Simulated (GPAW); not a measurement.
Crystal: Zn.

```xyz
2
Lattice="2.6700 0.0000 0.0000 -1.3350 2.3123 0.0000 0.0000 0.0000 4.9660" Properties=species:S:1:pos:R:3 pbc="T T T"
Zn    1.3350    0.7708    3.7245
Zn    0.0000    1.5415    1.2415
```

* Program: GPAW 26.7.0
* Task: relaxation of cell and atoms
* Functional: PBEsol
* Potentials or basis: PAW data sets generated in the run's folder for this functional
* Cutoff: 600 eV
* Basis: pw
* k mesh: 8 × 8 × 4
* Occupations: fermi-dirac, width 0.05 eV
* Spin: no spin polarisation

At the start: pressure -5.7 GPa; volume 15.33 Å³/atom.

Problem. Where does the relaxation end?

Solution. Over 10 steps the energy falls by 53.6 meV/atom and the volume is 13.92 Å³/atom (-9.2 %); space group P6_3/mmc (No. 194, to 0.05 Å).

Step by step:
```csv
step,energy change (eV),largest force (eV/Å),pressure (GPa),volume (Å³)
1,0.0000,0.0000,-5.70,30.66
2,-0.0125,0.0000,-5.01,30.30
3,-0.0547,0.0000,2.28,27.63
4,-0.0590,0.0000,0.63,28.07
5,-0.0630,0.0000,-0.02,28.22
6,-0.0753,0.0000,-1.10,28.26
7,-0.1048,0.0001,1.55,27.42
8,-0.1068,0.0000,-0.11,27.87
9,-0.1072,0.0001,-0.14,27.88
10,-0.1072,0.0001,0.02,27.83
```

Final structure:
```yaml
crystal:
  lattice:
    - [2.68321, 0.00000, 0.00000]
    - [-1.34161, 2.32373, 0.00000]
    - [0.00000, 0.00000, 4.46400]
  atoms:
    - { symbol: Zn, position: [0.66667, 0.33333, 0.75000] }
    - { symbol: Zn, position: [0.33333, 0.66667, 0.25000] }
```

Caveat: later steps reuse the first step's grids.
